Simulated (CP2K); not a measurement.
The system is MoS2, a slab with vacuum.

```
CELL_PARAMETERS angstrom
3.18413 0.00000 0.00000
-1.59206 2.75753 0.00000
0.00000 0.00000 17.33460
ATOMIC_POSITIONS crystal
Mo 0.00000 0.00000 0.00000
S 0.33333 0.66667 0.91051
S 0.33333 0.66667 0.08949
```

Base run:

- Program: CP2K 2026.2
- Functional: LDA
- Potentials or basis: GTH_POTENTIALS Mo GTH-PADE-q14, S GTH-PADE-q6; DZVP-MOLOPT-SR-GTH basis
- Density cutoff: 6123 eV
- k mesh: 7 × 7 × 2
- Occupations: fermi-dirac, width 0.05 eV
- Spin: no spin polarisation

Its results: band gap on the k mesh 1.79 eV, indirect (least direct gap 2.20 eV); largest force 0.235 eV/Å.

Q: The run is repeated on the same cell with these changes: hubbard terms from none to Mo d U = 4.0 eV. What comes out?

A: Band gap on the k mesh 1.38 eV, indirect (least direct gap 1.72 eV); largest force 0.283 eV/Å.

Caveats: the basis of atomic orbitals isn't converged, which shifts pressures, moduli and gaps; this program's U acts on Mulliken populations of all basis functions of the shell, so it isn't the U of plane-wave codes (some runs); energies scatter by some meV and the pressure isn't listed (some runs).

A k mesh can miss the band edges.
